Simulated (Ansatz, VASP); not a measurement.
# MgTe: VASP beside Ansatz

```
Mg Te
1.0
     4.56179    0.00000    0.00000
    -2.28090    3.95063    0.00000
     0.00000    0.00000    7.40935
Mg Te
2 2
Direct
  0.33333 0.66667 0.99654
  0.66667 0.33333 0.49654
  0.33333 0.66667 0.37346
  0.66667 0.33333 0.87346
```

Alike in both runs: task single point; functional PBEsol; k mesh 9 × 9 × 4; occupations gaussian, width 0.02 eV; no spin polarisation.

```csv
,VASP,Ansatz
version,VASP 6.6.1,Ansatz 0.2.0
potentials or method,"VASP PAW PBE potentials, release 64 (Mg, Te), cutoff 520 eV","scalar-relativistic, all-electron LAPW"
```

|  | VASP | Ansatz | Ansatz less VASP |
| --- | --- | --- | --- |
| gap on the k mesh at the Fermi level (eV) | 2.39 | 2.39 | -0.001 |
| least direct gap on the mesh (eV) | 2.39 | 2.39 | -0.001 |
| pressure (GPa) | 0.0 | 0.0 | -0.04 |

Ansatz ran all-electron here, so the differences hold the error of VASP's frozen core and of both bases.

Caveats: the PAW data sets were made with another functional, which shifts forces and pressure a little (VASP); spin-orbit coupling is left out, which moves the levels of the heavy elements.
